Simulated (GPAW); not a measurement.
# Au (Fm-3m) in GPAW: further runs, part 2 of 3

GPAW 26.7.0. The steps go on from the part before.

**3. Band structure, M06-L, spin-orbit coupling, no magnetisation**

run.py reads:

```python
import numpy as np
import spglib
from ase import Atoms
from ase.dft.bandgap import bandgap
from ase.io import read, write
from ase.units import GPa
from gpaw import GPAW, PW
from gpaw.spinorbit import soc_eigenstates

atoms = read('Au.cif')
cell, positions, numbers = spglib.find_primitive(
    (atoms.cell[:], atoms.get_scaled_positions(), atoms.numbers), symprec=1e-4)
atoms = Atoms(numbers, cell=cell, scaled_positions=positions, pbc=True)

calc = GPAW(mode=PW(600),
            xc='M06-L',
            kpts={'size': (11, 11, 11), 'gamma': True},
            occupations={'name': 'fermi-dirac', 'width': 0.05},
            nbands=14,
            convergence={'density': 1e-05, 'energy': 1e-05},
            maxiter=150,
            txt='gpaw.txt')
atoms.calc = calc
energy = atoms.get_potential_energy()
forces = atoms.get_forces()
stress = atoms.get_stress()
calc.write('gs.gpw')
write('result.traj', atoms)
print(f'Energy: {energy:.6f} eV')
print('Forces (eV/A):')
print(forces.round(4))
print('Stress (GPa):', (stress / GPa).round(3))
print('Fermi level:', round(calc.get_fermi_level(), 4), 'eV')
print(f'Gap: {bandgap(calc)[0]:.4f} eV, direct: {bandgap(calc, direct=True)[0]:.4f} eV')

path = atoms.cell.bandpath('GXWKGLUWLK,UX', npoints=100, eps=1e-4)
bs_calc = calc.fixed_density(kpts=path, symmetry='off', nbands=21,
                             convergence={'bands': 'CBM+6.0', 'eigenstates': 1e-6}, txt='bands.txt')
bs = bs_calc.band_structure()
bs.write('bs.json')
print(f'Gap on the path: {bandgap(bs_calc)[0]:.4f} eV')

soc = soc_eigenstates(bs_calc, theta=54.7, phi=45, ignore_xc_potential=True)
np.savetxt('soc_bands.dat', soc.eigenvalues(), fmt='%.4f')
mesh = soc_eigenstates('gs.gpw', theta=54.7, phi=45, ignore_xc_potential=True)
np.savetxt('soc_mesh.dat', mesh.eigenvalues(), fmt='%.4f')
print('Fermi level with spin-orbit coupling:', round(mesh.fermi_level, 4), 'eV')
```

Au.cif reads:

```cif
data_Au
_cell_length_a 4.07000000
_cell_length_b 4.07000000
_cell_length_c 4.07000000
_cell_angle_alpha 90.00000000
_cell_angle_beta 90.00000000
_cell_angle_gamma 90.00000000
_space_group_name_H-M_alt 'Fm-3m'
_space_group_name_Hall '-F 4 2 3'
_space_group_IT_number 225
loop_
_space_group_symop_operation_xyz
'x,y,z'
'-x,-y,-z'
'-y,x,z'
'y,-x,-z'
'-x,-y,z'
'x,y,-z'
'y,-x,z'
'-y,x,-z'
'x,-y,-z'
'-x,y,z'
'-y,-x,-z'
'y,x,z'
'-x,y,-z'
'x,-y,z'
'y,x,-z'
'-y,-x,z'
'z,x,y'
'-z,-x,-y'
'z,-y,x'
'-z,y,-x'
'z,-x,-y'
'-z,x,y'
'z,y,-x'
'-z,-y,x'
'-z,x,-y'
'z,-x,y'
'-z,-y,-x'
'z,y,x'
'-z,-x,y'
'z,x,-y'
'-z,y,x'
'z,-y,-x'
'y,z,x'
'-y,-z,-x'
'x,z,-y'
'-x,-z,y'
'-y,z,-x'
'y,-z,x'
'-x,z,y'
'x,-z,-y'
'-y,-z,x'
'y,z,-x'
'-x,-z,-y'
'x,z,y'
'y,-z,-x'
'-y,z,x'
'x,-z,y'
'-x,z,-y'
'x,y+1/2,z+1/2'
'-x,-y+1/2,-z+1/2'
'-y,x+1/2,z+1/2'
[... 62 lines left out ...]
'-z+1/2,-x,-y+1/2'
'z+1/2,-y,x+1/2'
'-z+1/2,y,-x+1/2'
'z+1/2,-x,-y+1/2'
'-z+1/2,x,y+1/2'
'z+1/2,y,-x+1/2'
'-z+1/2,-y,x+1/2'
'-z+1/2,x,-y+1/2'
'z+1/2,-x,y+1/2'
'-z+1/2,-y,-x+1/2'
'z+1/2,y,x+1/2'
'-z+1/2,-x,y+1/2'
'z+1/2,x,-y+1/2'
'-z+1/2,y,x+1/2'
'z+1/2,-y,-x+1/2'
'y+1/2,z,x+1/2'
'-y+1/2,-z,-x+1/2'
'x+1/2,z,-y+1/2'
'-x+1/2,-z,y+1/2'
'-y+1/2,z,-x+1/2'
'y+1/2,-z,x+1/2'
'-x+1/2,z,y+1/2'
'x+1/2,-z,-y+1/2'
'-y+1/2,-z,x+1/2'
'y+1/2,z,-x+1/2'
'-x+1/2,-z,-y+1/2'
'x+1/2,z,y+1/2'
'y+1/2,-z,-x+1/2'
'-y+1/2,z,x+1/2'
'x+1/2,-z,y+1/2'
'-x+1/2,z,-y+1/2'
'x+1/2,y+1/2,z'
'-x+1/2,-y+1/2,-z'
'-y+1/2,x+1/2,z'
'y+1/2,-x+1/2,-z'
'-x+1/2,-y+1/2,z'
'x+1/2,y+1/2,-z'
'y+1/2,-x+1/2,z'
'-y+1/2,x+1/2,-z'
'x+1/2,-y+1/2,-z'
'-x+1/2,y+1/2,z'
'-y+1/2,-x+1/2,-z'
'y+1/2,x+1/2,z'
'-x+1/2,y+1/2,-z'
'x+1/2,-y+1/2,z'
'y+1/2,x+1/2,-z'
'-y+1/2,-x+1/2,z'
'z+1/2,x+1/2,y'
'-z+1/2,-x+1/2,-y'
'z+1/2,-y+1/2,x'
'-z+1/2,y+1/2,-x'
'z+1/2,-x+1/2,-y'
'-z+1/2,x+1/2,y'
'z+1/2,y+1/2,-x'
'-z+1/2,-y+1/2,x'
'-z+1/2,x+1/2,-y'
'z+1/2,-x+1/2,y'
'-z+1/2,-y+1/2,-x'
'z+1/2,y+1/2,x'
'-z+1/2,-x+1/2,y'
'z+1/2,x+1/2,-y'
'-z+1/2,y+1/2,x'
'z+1/2,-y+1/2,-x'
'y+1/2,z+1/2,x'
'-y+1/2,-z+1/2,-x'
'x+1/2,z+1/2,-y'
'-x+1/2,-z+1/2,y'
'-y+1/2,z+1/2,-x'
'y+1/2,-z+1/2,x'
'-x+1/2,z+1/2,y'
'x+1/2,-z+1/2,-y'
'-y+1/2,-z+1/2,x'
'y+1/2,z+1/2,-x'
'-x+1/2,-z+1/2,-y'
'x+1/2,z+1/2,y'
'y+1/2,-z+1/2,-x'
'-y+1/2,z+1/2,x'
'x+1/2,-z+1/2,y'
'-x+1/2,z+1/2,-y'
loop_
_atom_site_label
_atom_site_type_symbol
_atom_site_symmetry_multiplicity
_atom_site_Wyckoff_symbol
_atom_site_fract_x
_atom_site_fract_y
_atom_site_fract_z
_atom_site_occupancy
Au1 Au 4 a 0.0000000000 0.0000000000 0.0000000000 1
```

Potentials or basis: GPAW PAW data sets (gpaw-data 1.2.1), pw.

Command:

```bash
OMP_NUM_THREADS=1 python run.py
```

gpaw.txt:

```text
__  _  _
 | _ |_)|_||  |
 |__||  | ||/\| - 26.7.0

Input parameters:
  mode=PW(ecut=600.0),
  convergence={'density': 1e-05, 'energy': 1e-05},
  kpts=MonkhorstPack(size=(11, 11, 11), gamma=True),
  maxiter=150,
  nbands=14,
  occupations=Occupations(name='fermi-dirac', width=0.05),
  xc=XC(name='M06-L')

Diagonalizing LCAO Hamiltonian
Converting LCAO to pw mode

       Au

Atoms  # Å, Bohr magnetons
|   | symbol |        x |        y |        z |    initial magnetic moments |
|---|--------|----------|----------|----------|-----------------------------|
| 0 |     Au | 0.000000 | 0.000000 | 0.000000 | ( 0.0000,  0.0000,  0.0000) |

Unit cell  # Å
| periodic |        x |        y |        z |  lengths |    angles |
|----------|----------|----------|----------|----------|-----------|
|      yes | 0.000000 | 2.035000 | 2.035000 | 2.877925 | 60.000000 |
|      yes | 2.035000 | 0.000000 | 2.035000 | 2.877925 | 60.000000 |
|      yes | 2.035000 | 2.035000 | 0.000000 | 2.877925 | 60.000000 |

Number of symmetries: 48
Symmetry operations  # r_c * U_cc + t_c -> r_c
[... 185 lines left out ...]

Energy contributions:
  Kinetic:          14.613313
  Coulomb:         -14.812933
  Zero:              0.558090
  External:          0.000000
  Xc:               -8.958384
  Entropy:          -0.003202
  Spinorbit:         0.000000
  ----------------------------
  Free energy:      -8.603116
  Extrapolated:     -8.601515

dipole moment: (-13.813940, -13.813940, -13.813940)  # |e|*Ang

Fermi level: 10.174
Eigenvalues  # (at kpt = [0.000, 0.000, 0.000])
| band index |      eig [eV] | occ [0-2] |
|------------|---------------|-----------|
|          0 |         0.207 |     2.000 |
|          1 |         5.333 |     2.000 |
|          2 |         5.333 |     2.000 |
|          3 |         5.333 |     2.000 |
|          4 |         6.811 |     2.000 |
|          5 |         6.811 |     2.000 |
|          6 |        25.391 |     0.000 |
|          7 |        29.631 |     0.000 |
|          8 |        29.631 |     0.000 |
|          9 |        29.631 |     0.000 |
|         10 |        32.127 |     0.000 |
|         11 |        38.528 |     0.000 |
|         12 |        38.528 |     0.000 |
|         13 |        38.528 |     0.000 |

No gap
No difference between direct/indirect transitions

Forces  # eV/Ang
|        x |       y |       z |
|----------|---------|---------|
| -0.00000 | 0.00000 | 0.00000 |  # Au   0

Stress tensor  # eV/Ang^3
|         x |         y |         z |
|-----------|-----------|-----------|
| -0.053374 | -0.000000 | -0.000000 |
| -0.000000 | -0.053374 |  0.000000 |
| -0.000000 |  0.000000 | -0.053374 |

# Writing to gs.gpw (mode='')
```

It took 85 s on 1 thread of Intel Xeon Platinum 8488C (Sapphire Rapids), shared host; peak memory 0.34 GiB.

Results:

```yaml
Free_energy: -8.6031 eV
Pressure: 8.6 GPa
Band_gap_along_the_path: none (metal or under the smearing width)
```

Levels at the corners of the path, in eV from the Fermi level:
| point | band 6 | band 7 | band 8 | band 9 | band 10 | band 11 | band 12 | band 13 | band 14 |
| --- | --- | --- | --- | --- | --- | --- | --- | --- | --- |
| Γ | -5.55 | -4.27 | -4.27 | -3.10 | -3.10 | -3.10 | -3.10 | 15.16 | 15.16 |
| X | -2.45 | -2.20 | -2.20 | -1.11 | -1.11 | 0.78 | 0.79 | 6.34 | 6.34 |
| W | -5.26 | -3.34 | -3.34 | -1.72 | -1.72 | 5.41 | 5.41 | 5.56 | 5.56 |
| K | -4.15 | -3.14 | -3.14 | -2.02 | -2.02 | 4.10 | 4.10 | 4.88 | 4.88 |
| Γ | -5.55 | -4.27 | -4.27 | -3.10 | -3.10 | -3.10 | -3.10 | 15.16 | 15.16 |
| L | -4.47 | -2.46 | -2.46 | -1.72 | -1.72 | -1.40 | -1.40 | 3.50 | 3.50 |
| U | -4.15 | -3.14 | -3.14 | -2.02 | -2.02 | 4.10 | 4.10 | 4.88 | 4.88 |
| W | -5.26 | -3.34 | -3.34 | -1.72 | -1.72 | 5.41 | 5.41 | 5.56 | 5.56 |
| L | -4.47 | -2.46 | -2.46 | -1.72 | -1.72 | -1.40 | -1.40 | 3.50 | 3.50 |
| K | -4.15 | -3.14 | -3.14 | -2.02 | -2.02 | 4.10 | 4.10 | 4.88 | 4.88 |
| U | -4.15 | -3.14 | -3.14 | -2.02 | -2.02 | 4.10 | 4.10 | 4.88 | 4.88 |
| X | -2.45 | -2.20 | -2.20 | -1.11 | -1.11 | 0.78 | 0.79 | 6.34 | 6.34 |

Caveat: with this Au data set, volumes or pressures lay over 1.5 % or 2 GPa off other programs in two to four cells of ten; spin-orbit coupling was added after a scalar SCF, so levels and gaps hold it while energy, forces, pressure and moments don't; this program's spin-orbit splittings come out too wide for heavy elements; the PAW data sets were made with another functional, which shifts forces and pressure a little.

**4. Band structure, PBE, spin-orbit coupling, no magnetisation**

run.py, as its differences from that of step 3:

```diff
@@ -1,4 +1,2 @@
 import numpy as np
-import spglib
-from ase import Atoms
 from ase.dft.bandgap import bandgap
@@ -10,8 +8,5 @@
 atoms = read('Au.cif')
-cell, positions, numbers = spglib.find_primitive(
-    (atoms.cell[:], atoms.get_scaled_positions(), atoms.numbers), symprec=1e-4)
-atoms = Atoms(numbers, cell=cell, scaled_positions=positions, pbc=True)
 
 calc = GPAW(mode=PW(600),
-            xc='M06-L',
+            xc='PBE',
             kpts={'size': (11, 11, 11), 'gamma': True},
@@ -42,5 +37,5 @@
 
-soc = soc_eigenstates(bs_calc, theta=54.7, phi=45, ignore_xc_potential=True)
+soc = soc_eigenstates(bs_calc, theta=54.7, phi=45)
 np.savetxt('soc_bands.dat', soc.eigenvalues(), fmt='%.4f')
-mesh = soc_eigenstates('gs.gpw', theta=54.7, phi=45, ignore_xc_potential=True)
+mesh = soc_eigenstates('gs.gpw', theta=54.7, phi=45)
 np.savetxt('soc_mesh.dat', mesh.eigenvalues(), fmt='%.4f')
```

Au.cif reads:

```cif
data_Au
_cell_length_a 2.87792460
_cell_length_b 2.87792460
_cell_length_c 2.87792460
_cell_angle_alpha 60.00000000
_cell_angle_beta 60.00000000
_cell_angle_gamma 60.00000000
_space_group_name_H-M_alt 'P1'
_space_group_name_Hall 'P 1'
_space_group_IT_number 1
loop_
_space_group_symop_operation_xyz
'x,y,z'
loop_
_atom_site_label
_atom_site_type_symbol
_atom_site_symmetry_multiplicity
_atom_site_Wyckoff_symbol
_atom_site_fract_x
_atom_site_fract_y
_atom_site_fract_z
_atom_site_occupancy
Au1 Au 1 a 0.0000000000 0.0000000000 0.0000000000 1
```

Potentials or basis: GPAW PAW data sets (gpaw-data 1.2.1), pw.

Command:

```bash
OMP_NUM_THREADS=1 python run.py
```

gpaw.txt:

```text
__  _  _
 | _ |_)|_||  |
 |__||  | ||/\| - 26.7.0

Input parameters:
  mode=PW(ecut=600.0),
  convergence={'density': 1e-05, 'energy': 1e-05},
  kpts=MonkhorstPack(size=(11, 11, 11), gamma=True),
  maxiter=150,
  nbands=14,
  occupations=Occupations(name='fermi-dirac', width=0.05),
  xc=XC(name='PBE')

Diagonalizing LCAO Hamiltonian
Converting LCAO to pw mode

       Au

Atoms  # Å, Bohr magnetons
|   | symbol |        x |        y |        z |    initial magnetic moments |
|---|--------|----------|----------|----------|-----------------------------|
| 0 |     Au | 0.000000 | 0.000000 | 0.000000 | ( 0.0000,  0.0000,  0.0000) |

Unit cell  # Å
| periodic |        x |        y |        z |  lengths |    angles |
|----------|----------|----------|----------|----------|-----------|
|      yes | 2.877925 | 0.000000 | 0.000000 | 2.877925 | 60.000000 |
|      yes | 1.438962 | 2.492356 | 0.000000 | 2.877925 | 60.000000 |
|      yes | 1.438962 | 0.830785 | 2.349816 | 2.877925 | 60.000000 |

Number of symmetries: 48
Symmetry operations  # r_c * U_cc + t_c -> r_c
|    | kind |            matrix            |
|----|------|------------------------------|
|  0 |  σ   |  1, 0, 0,  1, 0,-1,  1,-1, 0 |
|  1 |  C2  |  1, 0, 0,  1,-1, 0,  1, 0,-1 |
|  2 |  E   |  1, 0, 0,  0, 1, 0,  0, 0, 1 |
|  3 |  σ   |  1, 0, 0,  0, 0, 1,  0, 1, 0 |
|  4 |  C4  |  1, 0,-1,  1, 0, 0,  1,-1, 0 |
|  5 |  S6  |  1, 0,-1,  1,-1, 0,  1, 0, 0 |
|  6 |  σ   |  1, 0,-1,  0, 1,-1,  0, 0,-1 |
|  7 |  C3  |  1, 0,-1,  0, 0,-1,  0, 1,-1 |
|  8 |  S6  |  1,-1, 0,  1, 0, 0,  1, 0,-1 |
|  9 |  C4  |  1,-1, 0,  1, 0,-1,  1, 0, 0 |
| 10 |  C3  |  1,-1, 0,  0,-1, 1,  0,-1, 0 |
| 11 |  σ   |  1,-1, 0,  0,-1, 0,  0,-1, 1 |
[... 142 lines left out ...]
maximum number of iterations: 150

SCF iterations
|iter     | |      energy | eigst |  dens |
|---------|-|-------------|-------|-------|
|iter:   1| |   -3.404291 | -0.43 |       |
|iter:   2| |   -3.346108 | -2.83 | -1.10 |
|iter:   3| |   -3.123004 | -2.26 | -1.14 |
|iter:   4| |   -3.120462 | -4.41 | -2.04 |
|iter:   5| |   -3.119687 | -4.33 | -2.36 |
|iter:   6| |   -3.119684 | -6.32 | -3.78 |
|iter:   7| |   -3.119683c| -7.41c| -4.07 |
|iter:   8| |   -3.119683c| -8.81c| -5.26c|

Converged in 8 steps
Energy contributions relative to reference atoms: (reference = -516598.271109)

Energy contributions:
  Kinetic:          -3.668421
  Coulomb:           2.706204
  Zero:              0.151768
  External:          0.000000
  Xc:               -2.308476
  Entropy:          -0.001515
  Spinorbit:         0.000000
  ----------------------------
  Free energy:      -3.120440
  Extrapolated:     -3.119683

dipole moment: (-19.664290, -11.353183, -8.027913)  # |e|*Ang

Fermi level: 10.181
Eigenvalues  # (at kpt = [0.000, 0.000, 0.000])
| band index |      eig [eV] | occ [0-2] |
|------------|---------------|-----------|
|          0 |         0.195 |     2.000 |
|          1 |         5.397 |     2.000 |
|          2 |         5.397 |     2.000 |
|          3 |         5.397 |     2.000 |
|          4 |         6.936 |     2.000 |
|          5 |         6.936 |     2.000 |
|          6 |        25.924 |     0.000 |
|          7 |        29.781 |     0.000 |
|          8 |        29.781 |     0.000 |
|          9 |        29.781 |     0.000 |
|         10 |        33.809 |     0.000 |
|         11 |        38.240 |     0.000 |
|         12 |        38.240 |     0.000 |
|         13 |        38.240 |     0.000 |

No gap
No difference between direct/indirect transitions

Forces  # eV/Ang
|       x |       y |        z |
|---------|---------|----------|
| 0.00000 | 0.00000 | -0.00000 |  # Au   0

Stress tensor  # eV/Ang^3
|         x |         y |         z |
|-----------|-----------|-----------|
| -0.083073 |  0.000000 |  0.000000 |
|  0.000000 | -0.083073 | -0.000000 |
|  0.000000 | -0.000000 | -0.083073 |

# Writing to gs.gpw (mode='')
```

stdout:

```text
Energy: -3.119683 eV
Forces (eV/A):
[[ 0.  0. -0.]]
Stress (GPa): [-13.31 -13.31 -13.31  -0.     0.     0.  ]
Fermi level: 10.1815 eV
Gap: 0.0000 eV, direct: 0.0000 eV
Gap on the path: 0.0000 eV
Fermi level with spin-orbit coupling: 10.2185 eV
```

It took 18 s on 1 thread of Intel Xeon Platinum 8488C (Sapphire Rapids), shared host; peak memory 0.23 GiB.

Results:

```
Free energy             : -3.1204 eV
Pressure                : 13.3 GPa
Band gap along the path : none (metal or under the smearing width)
```

Levels at the corners of the path, in eV from the Fermi level:
| point | band 8 | band 9 | band 10 | band 11 | band 12 | band 13 |
| --- | --- | --- | --- | --- | --- | --- |
| Γ | -4.21 | -2.98 | -2.98 | -2.98 | -2.98 | 15.71 |
| X | -2.10 | -1.00 | -1.00 | 0.62 | 0.62 | 5.90 |
| W | -3.22 | -1.62 | -1.62 | 4.86 | 4.86 | 5.32 |
| K | -3.00 | -1.92 | -1.92 | 3.77 | 3.77 | 4.64 |
| Γ | -4.21 | -2.98 | -2.98 | -2.98 | -2.98 | 15.71 |
| L | -2.36 | -1.60 | -1.60 | -1.27 | -1.27 | 3.20 |
| U | -3.00 | -1.92 | -1.92 | 3.77 | 3.77 | 4.64 |
| W | -3.22 | -1.62 | -1.62 | 4.86 | 4.86 | 5.32 |
| L | -2.36 | -1.60 | -1.60 | -1.27 | -1.27 | 3.20 |
| K | -3.00 | -1.92 | -1.92 | 3.77 | 3.77 | 4.64 |
| U | -3.00 | -1.92 | -1.92 | 3.77 | 3.77 | 4.64 |
| X | -2.10 | -1.00 | -1.00 | 0.62 | 0.62 | 5.90 |

Caveat: with this Au data set, volumes or pressures lay over 1.5 % or 2 GPa off other programs in two to four cells of ten; spin-orbit coupling was added after a scalar SCF, so levels and gaps hold it while energy, forces, pressure and moments don't; this program's spin-orbit splittings come out too wide for heavy elements.

(Continued in part 3 of 3.)
